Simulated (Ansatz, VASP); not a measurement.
**Two plane-wave programs on Hf2B3**

```xyz
5
Lattice="4.1746 0.0000 0.0000 0.0000 4.1746 0.0000 0.0000 0.0000 4.1746" Properties=species:S:1:pos:R:3 pbc="T T T"
Hf    0.0000    0.0000    0.0000
Hf    2.0873    2.0873    2.0873
B     2.0873    0.0000    0.0000
B     0.0000    2.0873    0.0000
B     0.0000    0.0000    2.0873
```

Alike in both runs: task relaxation of cell and atoms; functional PBE; k mesh 10 × 10 × 10; occupations gaussian, width 0.1 eV; no spin polarisation.

|  | VASP | Ansatz |
| --- | --- | --- |
| version | VASP 6.6.1 | Ansatz 0.2.0 |
| potentials or method | VASP PAW PBE potentials, release 64 (Hf_pv, B) | scalar-relativistic, plane waves, PAW |
| plane-wave cutoff (eV) | 600 | 420 |
| valence electrons in the cell | 29 | 61 |

```csv
,VASP,Ansatz,Ansatz less VASP
"gap on the k mesh at the Fermi level, each at its own relaxed structure (eV)",none,none,-
relaxed volume (Å³/atom),14.69,14.55,-0.141
relaxed cell length with the largest relative difference (Å),4.188,4.175,-0.0134
```

A gap of «none» marks a metal or a gap that the smearing closes. The two sets of potentials don't hold the same shells in valence.

The runs have no spin-orbit coupling, so splittings on Hf are missing.
